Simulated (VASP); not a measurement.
Here is a VASP 6.6.1 calculation.

INCAR

```
PREC = Accurate ; ENCUT = 520
EDIFF = 1E-7 ; ISMEAR = 0
SIGMA = 0.02 ; LREAL = F
LASPH = T ; NELM = 60
ALGO = Fast ; ISIF = 4
LWAVE = F ; LCHARG = F
GGA = PS ; IVDW = 12
IBRION = 2 ; NSW = 80
EDIFFG = -0.002
```

Contents of KPOINTS:

```
regular mesh
0
Gamma
  15 15 15
```

The input POSCAR:

```
P                                       
1.0
    1.6971601565      0.9798558756      2.7760888637
   -1.6971601565      0.9798558756      2.7760888637
    0.0000000000     -1.9597117425      2.7760888640
  P             
     2
Direct
     0.2412978559540520    0.2412978559540520    0.2412978559536256
     0.7587021440459480    0.7587021440459480    0.7587021440463744
```

Potentials or basis: VASP PAW PBE potentials, release 64 (P).

Command:

```bash
$ cat potpaw_PBE.64/P/POTCAR > POTCAR
$ mpirun -np 1 vasp_std > vasp.out
```

Problem. Estimate the dispersion energy per atom.

Solution. -0.409 eV.

Problem. Estimate the band gap on the k mesh.

Solution. None (metal or under the smearing width).

Final structure:
```xyz
2
Lattice="1.6972 0.9799 2.7761 -1.6972 0.9799 2.7761 0.0000 -1.9597 2.7761" Properties=species:S:1:pos:R:3 pbc="T T T"
P     0.0000    0.0000    2.0096
P     0.0000    0.0000    6.3187
```

Caveat: the relaxation stopped at its first step, so nothing moved.
